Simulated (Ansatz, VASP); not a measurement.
**ZnH: VASP beside Ansatz**

File INCAR:

```
SYSTEM = ZnH
  PREC = Accurate
  ENCUT = 520
  EDIFF = 1E-6
  ISMEAR = -1
  SIGMA = 0.05
  LREAL = .FALSE.
  LASPH = .TRUE.
  NELM = 100
  ALGO = Normal
  ISIF = 2
  LWAVE = .FALSE.
  LCHARG = .FALSE.
  GGA = RP
  NBANDS = 14
```

Contents of KPOINTS:

```
regular mesh
0
G
  10 10 10
  0 0 0
```

Contents of POSCAR:

```
ZnH
1.0
    0.0000000000      2.2159400000      2.2159400000
    2.2159400000      0.0000000000      2.2159400000
    2.2159400000      2.2159400000      0.0000000000
Zn H
1 1
Direct
    0.0000000000      0.0000000000      0.0000000000
    0.2500000000      0.2500000000      0.2500000000
```

Contents of KPOINTS_OPT:

```
path GXWKGLUWLK,UX
20
line-mode
reciprocal
 0.0000000000  0.0000000000  0.0000000000  G
 0.5000000000  0.0000000000  0.5000000000  X

 0.5000000000  0.0000000000  0.5000000000  X
 0.5000000000  0.2500000000  0.7500000000  W

 0.5000000000  0.2500000000  0.7500000000  W
 0.3750000000  0.3750000000  0.7500000000  K

 0.3750000000  0.3750000000  0.7500000000  K
 0.0000000000  0.0000000000  0.0000000000  G

 0.0000000000  0.0000000000  0.0000000000  G
 0.5000000000  0.5000000000  0.5000000000  L

 0.5000000000  0.5000000000  0.5000000000  L
 0.6250000000  0.2500000000  0.6250000000  U

 0.6250000000  0.2500000000  0.6250000000  U
 0.5000000000  0.2500000000  0.7500000000  W

 0.5000000000  0.2500000000  0.7500000000  W
 0.5000000000  0.5000000000  0.5000000000  L

 0.5000000000  0.5000000000  0.5000000000  L
 0.3750000000  0.3750000000  0.7500000000  K

 0.6250000000  0.2500000000  0.6250000000  U
 0.5000000000  0.0000000000  0.5000000000  X
```

Contents of input.yaml:

```yaml
crystal:
  lattice:
    - [0.0, 2.21594, 2.21594]
    - [2.21594, 0.0, 2.21594]
    - [2.21594, 2.21594, 0.0]
  atoms:
    - { symbol: Zn, position: [0.0, 0.0, 0.0] }
    - { symbol: H, position: [0.25, 0.25, 0.25] }
hamiltonian:
  xc: rpbe
  pseudopotentials: { kind: paw }
kpoints:
  mp_grid: { grid: [10, 10, 10] }
  band_path:
    path:
      - [[0.0, 0.0, 0.0], [0.5, 0.0, 0.5], [0.5, 0.25, 0.75], [0.375, 0.375, 0.75], [0.0, 0.0, 0.0], [0.5, 0.5, 0.5], [0.625, 0.25, 0.625], [0.5, 0.25, 0.75], [0.5, 0.5, 0.5], [0.375, 0.375, 0.75]]
      - [[0.625, 0.25, 0.625], [0.5, 0.0, 0.5]]
    npoints: 14
scf:
  occupations: { method: fermi_dirac, width: 0.05 }
  n_extra_bands: 6
output:
  forces: true
  stress: true
  eigenvalues: true
  fatbands: true
```

The cell was built by a generator and needn't be a form met in nature.

Alike in both runs: task band structure; functional RPBE; k mesh 10 × 10 × 10; occupations fermi-dirac, width 0.05 eV; no spin polarisation.

```csv
,VASP,Ansatz
version,VASP 6.6.1,Ansatz 0.2.0
potentials or method,"VASP PAW PBE potentials, release 64 (Zn, H)",Ansatz PAW
plane-wave cutoff (eV),520,420
valence electrons in the cell,13,13
```

```tsv
	VASP	Ansatz	Ansatz less VASP
gap on the k mesh at the Fermi level (eV)	none	none	-
pressure (GPa)	2.4	2.3	-0.10
```

A gap of «none» marks a metal or a gap that the smearing closes.

Caveats: the PAW data sets were made with another functional, which shifts forces and pressure a little (VASP); the PAW data sets come from PBE, with cores solved anew for the run's functional, which leaves a small shift of forces and pressure (Ansatz).
